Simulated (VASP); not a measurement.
# Cu2O (Cuprite) (Pn-3m) in VASP: a series of runs, part 2 of 2

VASP 6.6.1. The steps go on from the part before.

### 4 Relaxation of the atoms, PBE+D3(BJ) (a relaxed cell with its volume scaled by 0.94)

The input, INCAR:

```
SYSTEM = Cu2O
PREC     = Accurate       ! precision mode
ENCUT    = 600            ! plane-wave cutoff, eV
EDIFF    = 1E-7           ! SCF threshold, eV
ISMEAR   = 0              ! smearing method
SIGMA    = 0.03           ! smearing width, eV
LREAL    = .FALSE.        ! projectors in reciprocal space
LASPH    = .TRUE.         ! aspherical terms in the spheres
NELM     = 80             ! most SCF steps
ALGO     = Normal         ! electronic algorithm
ISIF     = 2              ! what is computed and relaxed
LWAVE    = .FALSE.        ! write WAVECAR
LCHARG   = .FALSE.        ! write CHGCAR
GGA      = PE             ! functional
IVDW     = 12             ! dispersion correction
IBRION   = 2              ! ionic algorithm
NSW      = 40             ! ionic steps
EDIFFG   = -0.01          ! ionic threshold
KPAR     = 2
```

The input, KPOINTS:

```
regular mesh
0
G
  6 6 6
  0 0 0
```

The input, POSCAR:

```
Cu2O                                    
1.0
    4.1736717363      0.0000000000      0.0000000000
    0.0000000000      4.1736717363      0.0000000000
    0.0000000000      0.0000000000      4.1736717363
  Cu              O             
     4     2
Direct
     0.2500000000000000    0.2500000000000000    0.2500000000000000
     0.2500000000000000    0.7500000000000000    0.7500000000000000
     0.7500000000000000    0.7500000000000000    0.2500000000000000
     0.7500000000000000    0.2500000000000000    0.7500000000000000
     0.0000000000000000    0.0000000000000000    0.0000000000000000
     0.5000000000000000    0.5000000000000000    0.5000000000000000
```

Potentials or basis: VASP PAW PBE potentials, release 64 (Cu, O).

Launch:

```sh
$ cat potpaw_PBE.64/Cu/POTCAR potpaw_PBE.64/O/POTCAR > POTCAR
$ mpirun -np 2 vasp_std > vasp.out
```

OUTCAR:

```text
SYSTEM = Cu2O
   PREC = Accurate
   ENCUT = 600
   EDIFF = 1E-7
   ISMEAR = 0
   LREAL = .FALSE.
   LASPH = .TRUE.
   NELM = 80
   ISIF = 2
   GGA = PE
   IVDW = 12
   IBRION = 2
   NSW = 40
   EDIFFG = -0.01
 IVDW          = 12

 ion  position               nearest neighbor table
   1  0.250  0.250  0.250-   5 1.81   6 1.81
   2  0.250  0.750  0.750-   5 1.81   6 1.81
   3  0.750  0.750  0.250-   5 1.81   6 1.81
   4  0.750  0.250  0.750-   5 1.81   6 1.81
[... 930 lines left out ...]
  -------------------------------------------------------------------------------------
  Total       3.93421     3.93421     3.93421     0.00000     0.00000     0.00000
  in kB      86.69883    86.69883    86.69883     0.00000     0.00000     0.00000
  external pressure =       86.70 kB  Pullay stress =        0.00 kB

 VOLUME and BASIS-vectors are now :
 -----------------------------------------------------------------------------
  energy-cutoff  :      600.00
  volume of cell :       72.70
      direct lattice vectors                 reciprocal lattice vectors
     4.173671736  0.000000000  0.000000000     0.239597185  0.000000000  0.000000000
     0.000000000  4.173671736  0.000000000     0.000000000  0.239597185  0.000000000
     0.000000000  0.000000000  4.173671736     0.000000000  0.000000000  0.239597185

 POSITION                                       TOTAL-FORCE (eV/Angst)
 -----------------------------------------------------------------------------------
      1.04342      1.04342      1.04342        -0.000000      0.000000     -0.000000
      1.04342      3.13025      3.13025         0.000000      0.000000     -0.000000
      3.13025      3.13025      1.04342         0.000000     -0.000000      0.000000
      3.13025      1.04342      3.13025        -0.000000     -0.000000      0.000000
      0.00000      0.00000      0.00000         0.000000     -0.000000     -0.000000
      2.08684      2.08684      2.08684         0.000000     -0.000000     -0.000000
 -----------------------------------------------------------------------------------
    total drift:                                0.000000      0.000000      0.000000

  FREE ENERGIE OF THE ION-ELECTRON SYSTEM (eV)
  ---------------------------------------------------
  free  energy   TOTEN  =       -28.9857472606 eV

  energy  without entropy=      -28.9857472606  energy(sigma->0) =      -28.98574726

 reached required accuracy - stopping structural energy minimisation
```

OSZICAR:

```text
N       E                     dE             d eps       ncg     rms          rms(c)
DAV:   1     0.552554574753E+03    0.55255E+03   -0.28239E+04  1328   0.304E+03
DAV:   2     0.648655051211E+02   -0.48769E+03   -0.47492E+03  1321   0.516E+02
DAV:   3    -0.268929304130E+02   -0.91758E+02   -0.88747E+02  1858   0.246E+02
DAV:   4    -0.332157328486E+02   -0.63228E+01   -0.62449E+01  2022   0.704E+01
DAV:   5    -0.332937765484E+02   -0.78044E-01   -0.77943E-01  1892   0.995E+00    0.189E+01
DAV:   6    -0.300151158152E+02    0.32787E+01   -0.67398E+01  1906   0.155E+02    0.119E+01
DAV:   7    -0.269551175907E+02    0.30600E+01   -0.15969E+01  1765   0.956E+01    0.327E+00
DAV:   8    -0.270467759909E+02   -0.91658E-01   -0.17574E+00  1732   0.894E+00    0.173E+00
DAV:   9    -0.270189729142E+02    0.27803E-01   -0.78595E-02  2012   0.402E+00    0.519E-01
DAV:  10    -0.270152483203E+02    0.37246E-02   -0.32782E-02  1946   0.260E+00    0.295E-01
DAV:  11    -0.270140473255E+02    0.12010E-02   -0.10832E-02  2303   0.122E+00    0.971E-02
DAV:  12    -0.270138870821E+02    0.16024E-03   -0.14653E-03  2009   0.380E-01    0.214E-02
DAV:  13    -0.270139009584E+02   -0.13876E-04   -0.13151E-04  1885   0.135E-01    0.849E-03
DAV:  14    -0.270138994661E+02    0.14923E-05   -0.10412E-05  1997   0.712E-02    0.244E-03
DAV:  15    -0.270138994413E+02    0.24775E-07   -0.11032E-06  1854   0.168E-02    0.861E-04
DAV:  16    -0.270138994704E+02   -0.29022E-07   -0.72473E-08   783   0.364E-03
   1 F= -.28985747E+02 E0= -.28985747E+02  d E =-.289857E+02
```

It took 26 s on 2 MPI ranks of Intel Xeon Platinum 8375C at 2.90GHz (Ice Lake), shared host; peak memory 0.22 GiB.

What came out:

```
Free energy                : -28.9857 eV
Pressure after relaxing    : 8.7 GPa
Band gap on the k mesh     : 0.69 eV, direct
Dispersion energy per atom : -0.329 eV
```

Final structure:
```
Cu O
1.0
     4.17367    0.00000    0.00000
     0.00000    4.17367    0.00000
     0.00000    0.00000    4.17367
Cu O
4 2
Direct
  0.25000 0.25000 0.25000
  0.25000 0.75000 0.75000
  0.75000 0.75000 0.25000
  0.75000 0.25000 0.75000
  0.00000 0.00000 0.00000
  0.50000 0.50000 0.50000
```

Caveat: the relaxation stopped at its first step, so nothing moved.

### 5 Relaxation of the atoms, PBE+D3(BJ) (a relaxed cell with its volume scaled by 0.96)

INCAR is that of step 4.

KPOINTS is that of step 4.

Changes to POSCAR since step 4:

```diff
@@ -2,5 +2,5 @@
 1.0
-    4.1736717363      0.0000000000      0.0000000000
-    0.0000000000      4.1736717363      0.0000000000
-    0.0000000000      0.0000000000      4.1736717363
+    4.2030647592      0.0000000000      0.0000000000
+    0.0000000000      4.2030647592      0.0000000000
+    0.0000000000      0.0000000000      4.2030647592
   Cu              O
```

Launch:

```sh
$ cat potpaw_PBE.64/Cu/POTCAR potpaw_PBE.64/O/POTCAR > POTCAR
$ mpirun -np 2 vasp_std > vasp.out
```

It took 25 s on 2 MPI ranks of Intel Xeon Platinum 8375C at 2.90GHz (Ice Lake), shared host; peak memory 0.22 GiB.

The run converged. Its results:

| Property | Result |
| --- | --- |
| Free energy | -29.0556 eV |
| Pressure after relaxing | 5.4 GPa |
| Band gap on the k mesh | 0.63 eV, direct |
| Dispersion energy per atom | -0.322 eV |

Final structure:
```cif
data_structure
_symmetry_space_group_name_H-M 'P 1'
_symmetry_Int_Tables_number 1
_cell_length_a 4.2031
_cell_length_b 4.2031
_cell_length_c 4.2031
_cell_angle_alpha 90.000
_cell_angle_beta 90.000
_cell_angle_gamma 90.000
_cell_volume 74.25
loop_
_atom_site_label
_atom_site_type_symbol
_atom_site_fract_x
_atom_site_fract_y
_atom_site_fract_z
_atom_site_occupancy
Cu1 Cu 0.25000 0.25000 0.25000 1
Cu2 Cu 0.25000 0.75000 0.75000 1
Cu3 Cu 0.75000 0.75000 0.25000 1
Cu4 Cu 0.75000 0.25000 0.75000 1
O1 O 0.00000 0.00000 0.00000 1
O2 O 0.50000 0.50000 0.50000 1
```

Levels at points of the mesh, in eV from the valence-band top:
| k point | band 25 | band 26 | band 27 | band 28 | band 29 | band 30 | band 31 | band 32 |
| --- | --- | --- | --- | --- | --- | --- | --- | --- |
| (0.00, 0.00, 0.00) | -1.67 | 0.00 | 0.00 | 0.00 | 0.63 | 1.11 | 1.11 | 8.20 |
| (0.50, 0.00, 0.00) | -1.27 | -1.27 | -0.42 | -0.42 | 2.36 | 2.36 | 4.22 | 4.22 |
| (0.50, 0.50, 0.00) | -1.29 | -1.29 | -0.70 | -0.70 | 1.94 | 1.94 | 3.94 | 3.94 |
| (0.50, 0.50, 0.50) | -1.03 | -0.60 | -0.60 | -0.60 | 2.40 | 2.40 | 2.40 | 5.04 |

Caveat: the relaxation stopped at its first step, so nothing moved. A k mesh can miss the band edges.

### 6 Relaxation of the atoms, PBE+D3(BJ) (a relaxed cell with its volume scaled by 0.98)

INCAR is that of step 5.

KPOINTS is that of step 5.

Changes to POSCAR since step 5:

```diff
@@ -2,5 +2,5 @@
 1.0
-    4.2030647592      0.0000000000      0.0000000000
-    0.0000000000      4.2030647592      0.0000000000
-    0.0000000000      0.0000000000      4.2030647592
+    4.2320523287      0.0000000000      0.0000000000
+    0.0000000000      4.2320523287      0.0000000000
+    0.0000000000      0.0000000000      4.2320523287
   Cu              O
```

Potentials or basis: VASP PAW PBE potentials, release 64 (Cu, O).

Launch:

```sh
$ cat potpaw_PBE.64/Cu/POTCAR potpaw_PBE.64/O/POTCAR > POTCAR
$ mpirun -np 2 vasp_std > vasp.out
```

OUTCAR:

```text
SYSTEM = Cu2O
   PREC = Accurate
   ENCUT = 600
   EDIFF = 1E-7
   ISMEAR = 0
   LREAL = .FALSE.
   LASPH = .TRUE.
   NELM = 80
   ISIF = 2
   GGA = PE
   IVDW = 12
   IBRION = 2
   NSW = 40
   EDIFFG = -0.01
 IVDW          = 12

 ion  position               nearest neighbor table
   1  0.250  0.250  0.250-   5 1.83   6 1.83
   2  0.250  0.750  0.750-   5 1.83   6 1.83
   3  0.750  0.750  0.250-   5 1.83   6 1.83
   4  0.750  0.250  0.750-   5 1.83   6 1.83
   5  0.000  0.000  0.000-   1 1.83   2 1.83   3 1.83   4 1.83
   6  0.500  0.500  0.500-   1 1.83   2 1.83   3 1.83   4 1.83

  LATTYP: Found a simple cubic cell.
 ALAT       =     4.2320523287

  Lattice vectors:

 A1 = (   4.2320523287,   0.0000000000,   0.0000000000)
 A2 = (   0.0000000000,   4.2320523287,   0.0000000000)
 A3 = (   0.0000000000,   0.0000000000,   4.2320523287)

Analysis of symmetry for initial positions (statically):
=====================================================================
 Subroutine PRICEL returns:
 Original cell was already a primitive cell.

 Routine SETGRP: Setting up the symmetry group for a
 simple cubic supercell.

 Subroutine GETGRP returns: Found 48 space group operations
 (whereof 24 operations were pure point group operations)
 out of a pool of 48 trial point group operations.

The static configuration has the point symmetry T_d .
 The point group associated with its full space group is O_h .

Analysis of symmetry for dynamics (positions and initial velocities):
=====================================================================
 Subroutine PRICEL returns:
 Original cell was already a primitive cell.

 Routine SETGRP: Setting up the symmetry group for a
 simple cubic supercell.

 Subroutine GETGRP returns: Found 48 space group operations
 (whereof 24 operations were pure point group operations)
 out of a pool of 48 trial point group operations.

The dynamic configuration has the point symmetry T_d .
[... 127 lines left out ...]
   LORBIT       =      0    0 simple, 1 ext, 2 COOP (PROOUT), +10 PAW based schemes
   GGA     = PE    functional components
   LHFCALC =     F    Hartree Fock is set to
   AEXX    =    0.0000 exact exchange contribution
   IVDW    =    12    specifies the selected vdW correction
   LEPSILON=     F    determine dielectric tensor
   LRPA    =     F    only Hartree local field effects (RPA)
 conjugate gradient relaxation of ions
 non-spin polarized calculation
 Gauss-broadening in eV      SIGMA  =   0.03
  energy-cutoff  :      600.00
  volume of cell :       75.80
 maximum number of plane-waves:      2560
 NGX is ok and might be reduce to    36
   NGX = 17   NGY = 17   NGZ = 17

 number of electron      56.0000011 magnetization

 Free energy of the ion-electron system (eV)
  ---------------------------------------------------
  ext. energy  EPLUGINS =         0.00000000
  ---------------------------------------------------
  free energy    TOTEN  =       -27.20668517 eV

  energy without entropy =      -27.20668517  energy(sigma->0) =      -27.20668517

 E-fermi :   5.1313     XC(G=0): -11.1528

 val. band max:        4.9992726931   @ k =   0.0000   0.0000   0.0000
 cond. band min:       5.5833985772   @ k =   0.0000   0.0000   0.0000
 fundamental gap:      0.5841258841
 Fermi energy:         5.1312943103

 k-point     1 :       0.0000    0.0000    0.0000
  band No.  band energies     occupation
      1     -15.3284      2.00000
      2     -14.5514      2.00000
      3      -2.4217      2.00000
      4      -2.4217      2.00000
      5      -2.4217      2.00000
      6       0.0086      2.00000
[... 709 lines left out ...]
     32       9.9637      0.00000
     33       9.9637      0.00000

------------------------ aborting loop because EDIFF is reached ----------------------------------------

 Edisp (eV)   -1.88932

 E8    (eV) :    -0.7610

  FORCE on cell =-STRESS in cart. coord.  units (eV):
  Direction    XX          YY          ZZ          XY          YZ          ZX
  --------------------------------------------------------------------------------------
  -------------------------------------------------------------------------------------
  Total       1.20893     1.20893     1.20893     0.00000    -0.00000     0.00000
  in kB      25.55408    25.55408    25.55408     0.00000    -0.00000     0.00000
  external pressure =       25.55 kB  Pullay stress =        0.00 kB

 VOLUME and BASIS-vectors are now :
 -----------------------------------------------------------------------------
  energy-cutoff  :      600.00
  volume of cell :       75.80
      direct lattice vectors                 reciprocal lattice vectors
     4.232052329  0.000000000  0.000000000     0.236291974  0.000000000  0.000000000
     0.000000000  4.232052329  0.000000000     0.000000000  0.236291974  0.000000000
     0.000000000  0.000000000  4.232052329     0.000000000  0.000000000  0.236291974

 POSITION                                       TOTAL-FORCE (eV/Angst)
 -----------------------------------------------------------------------------------
      1.05801      1.05801      1.05801         0.000000      0.000000      0.000000
      1.05801      3.17404      3.17404         0.000000      0.000000     -0.000000
      3.17404      3.17404      1.05801        -0.000000      0.000000     -0.000000
      3.17404      1.05801      3.17404        -0.000000     -0.000000     -0.000000
      0.00000      0.00000      0.00000         0.000000     -0.000000      0.000000
      2.11603      2.11603      2.11603         0.000000     -0.000000      0.000000
 -----------------------------------------------------------------------------------
    total drift:                                0.000000      0.000000      0.000000

  FREE ENERGIE OF THE ION-ELECTRON SYSTEM (eV)
  ---------------------------------------------------
  free  energy   TOTEN  =       -29.0960096386 eV

  energy  without entropy=      -29.0960096386  energy(sigma->0) =      -29.09600964

 reached required accuracy - stopping structural energy minimisation
```

CONTCAR:

```text
Cu2O
   1.00000000000000
     4.2320523287000000    0.0000000000000000    0.0000000000000000
     0.0000000000000000    4.2320523287000000    0.0000000000000000
     0.0000000000000000    0.0000000000000000    4.2320523287000000
  Cu              O
     4     2
Direct
     0.2500000000000000    0.2500000000000000    0.2500000000000000
     0.2500000000000000    0.7500000000000000    0.7500000000000000
     0.7500000000000000    0.7500000000000000    0.2500000000000000
     0.7500000000000000    0.2500000000000000    0.7500000000000000
     0.0000000000000000    0.0000000000000000    0.0000000000000000
     0.5000000000000000    0.5000000000000000    0.5000000000000000

  0.00000000E+00  0.00000000E+00  0.00000000E+00
  0.00000000E+00  0.00000000E+00  0.00000000E+00
  0.00000000E+00  0.00000000E+00  0.00000000E+00
  0.00000000E+00  0.00000000E+00  0.00000000E+00
  0.00000000E+00  0.00000000E+00  0.00000000E+00
  0.00000000E+00  0.00000000E+00  0.00000000E+00
```

Run time: 25 s. Hardware: 2 MPI ranks of Intel Xeon Platinum 8375C at 2.90GHz (Ice Lake), shared host; peak memory 0.22 GiB.

Results:

| Property | Result |
| --- | --- |
| Free energy | -29.0960 eV |
| Pressure after relaxing | 2.6 GPa |
| Band gap on the k mesh | 0.58 eV, direct |
| Dispersion energy per atom | -0.315 eV |

Final structure:
```cif
data_structure
_symmetry_space_group_name_H-M 'P 1'
_symmetry_Int_Tables_number 1
_cell_length_a 4.2321
_cell_length_b 4.2321
_cell_length_c 4.2321
_cell_angle_alpha 90.000
_cell_angle_beta 90.000
_cell_angle_gamma 90.000
_cell_volume 75.80
loop_
_atom_site_label
_atom_site_type_symbol
_atom_site_fract_x
_atom_site_fract_y
_atom_site_fract_z
_atom_site_occupancy
Cu1 Cu 0.25000 0.25000 0.25000 1
Cu2 Cu 0.25000 0.75000 0.75000 1
Cu3 Cu 0.75000 0.75000 0.25000 1
Cu4 Cu 0.75000 0.25000 0.75000 1
O1 O 0.00000 0.00000 0.00000 1
O2 O 0.50000 0.50000 0.50000 1
```

Levels at points of the mesh, in eV from the valence-band top:
| k point | band 26 | band 27 | band 28 | band 29 | band 30 | band 31 |
| --- | --- | --- | --- | --- | --- | --- |
| (0.00, 0.00, 0.00) | 0.00 | 0.00 | 0.00 | 0.58 | 1.18 | 1.18 |
| (0.50, 0.00, 0.00) | -1.23 | -0.41 | -0.41 | 2.31 | 2.31 | 4.23 |
| (0.50, 0.50, 0.00) | -1.25 | -0.67 | -0.67 | 1.93 | 1.93 | 3.90 |
| (0.50, 0.50, 0.50) | -0.59 | -0.59 | -0.59 | 2.43 | 2.43 | 2.43 |

Caveat: the relaxation stopped at its first step, so nothing moved. A k mesh can miss the band edges.

### 7 Overview

| task | cell | gap on the mesh (eV) | pressure (GPa) |
| --- | --- | --- | --- |
| relaxation of cell and atoms | relaxed | 0.54 | 0.0 |
| relaxation of the atoms | atoms relaxed from: a relaxed cell with its volume scaled by 0.94 | 0.69 | 8.7 |
| relaxation of the atoms | atoms relaxed from: a relaxed cell with its volume scaled by 0.96 | 0.63 | 5.4 |
| relaxation of the atoms | atoms relaxed from: a relaxed cell with its volume scaled by 0.98 | 0.58 | 2.6 |

Alike in all rows: level PBE+D3(BJ); potentials or basis VASP PAW PBE potentials, release 64 (Cu, O); no spin polarisation; k mesh 6 × 6 × 6; cutoff (eV) 600; smearing gaussian 0.03 eV.

Caveats: the relaxation stopped at its first step, so nothing moved.

Total energies depend on the potentials used, so only differences within one code and one set of settings carry meaning.
